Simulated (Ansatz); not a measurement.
**All-electron equations of state of elemental crystals**

All-electron LAPW (Ansatz 0.2.0), scalar-relativistic, no spin, Fermi–Dirac smearing 0.136 eV, k-meshes of 8 to 18 points an axis; Birch–Murnaghan fits to pressures. Some or most of these lattices are hypothetical for the element, and V0 is the minimum nearest the starting volume; lattices without a usable fit are left out; mesh and smearing are coarse, and magnetic elements are treated as non-magnetic.

```
element  lattice  functional  V0 (Å³/atom)  B0 (GPa)   B′  k-points per axis
     Lu      bcc         LDA         26.29        49  3.2                 12
     Lu      bcc         PBE         29.74        43  3.0                 12
     Lu      bcc      PBEsol         28.02        45  3.1                 12
     Lu  diamond         PBE         51.25      11.7  1.8                  8
     Lu      fcc         PBE         29.20        42  3.1                 12
     Lu      fcc      PBEsol         27.39        45  3.4                 12
     Lu       sc         LDA         28.50        34  3.2                 11
     Lu       sc      PBEsol         30.71        31  2.8                 11
```

Give V0 and B0 for sc Lu in PBE.

33.03 Å³/atom and 28.6 GPa.

Give V0 and B0 for fcc Lu in LDA.

25.69 Å³/atom and 51.1 GPa.
